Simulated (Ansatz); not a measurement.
Input of an Ansatz 0.2.0 run:

Contents of input.yaml:

```yaml
crystal:
  lattice:
    - [1.5188209023, 0.8768916568, 2.5195772846]
    - [-1.5188209023, 0.8768916568, 2.5195772846]
    - [0.0, -1.7537833136, 2.5195772846]
  atoms:
    - { symbol: Fe, position: [0.003491, 0.000593, 0.001933], spin: 3.0 }
    - { symbol: O, position: [0.481737, 0.518633, 0.481488] }
kpoints:
  mp_grid: { grid: [11, 11, 11] }
scf:
  occupations: { method: fermi_dirac, width: 0.05 }
hamiltonian:
  xc: pbe
  pseudopotentials: { kind: all_electron, lapw: { basis_error: 0.001 } }
magnetization:
  spin_polarized: true
output:
  forces: true
  stress: true
  eigenvalues: true
  populations: true
```

Potentials or basis: all-electron LAPW, scalar-relativistic.

Run with:

```console
$ ansatz run input.yaml --threads 2 --pin off --max-ram 6144MiB --backend cpu --events-out ev --progress --plain --runs-dir out
```

**Question.** Predict the Loewdin charges.

**Answer.** Fe +1.16; O -1.02 e.

**Question.** What does it give for the band gap on the k mesh?

**Answer.** None (metal or under the smearing width).

**Question.** What does it give for the pressure?

**Answer.** -0.6 GPa.

**Question.** Predict the site moments.

**Answer.** Fe +3.59; O +0.32 μB.

Stress tensor (GPa, compression positive):
```
 0.12 -0.66  0.87
-0.66 -0.61 -0.51
 0.87 -0.51 -1.28
```

Caveat: a cell with one magnetic atom can't hold antiferromagnetic order, which such compounds often take; semilocal functionals often make such compounds metallic where correlation or magnetic order opens a gap, which also shifts bond lengths.
